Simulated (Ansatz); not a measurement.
# TiTe (P6_3/mmc) in Ansatz: equation of state

How stiff is TiTe in PBEsol, and what volume does it want? The cell is scaled to several volumes.

Program: Ansatz 0.2.0. These are calculated values, not measurements. Logs are shortened: lines on timing, memory, paths and dates and some standing lists are left out, and cuts for length are marked.

## Step 1: The structure

Symmetry: P6_3/mmc, No. 194, hexagonal system. The conventional cell has a = 3.842 Å, b = 3.842 Å, c = 6.403 Å, α = 90.00°, β = 90.00°, γ = 120.00°. Te (site symmetry -6m2) has 6 Ti at 2.74 Å as nearest neighbours. Ti (site symmetry -3m) is surrounded by 6 Te at 2.74 Å.

## Step 2: Equation of state, PBEsol

Potentials or basis: all-electron LAPW, scalar-relativistic.

No new run: the results of the series are fitted here.

Results:

```yaml
Equilibrium_volume: 21.15 Å³/atom
Bulk_modulus_at_fixed_shape_and_positions: 96 GPa
Pressure_derivative_of_the_bulk_modulus: 4.4
```

Energy against volume, from the lowest point:
```
volume (Å³/atom)  energy (meV/atom)
          19.235              61.39
          19.644              36.47
          20.054              18.54
          20.463               6.90
          20.872               0.90
          21.281               0.00
          21.691               3.68
```

Caveat: the cell was scaled at fixed shape and fractional positions, which overstates the stiffness of a crystal with free parameters, most of all of layers and chains.
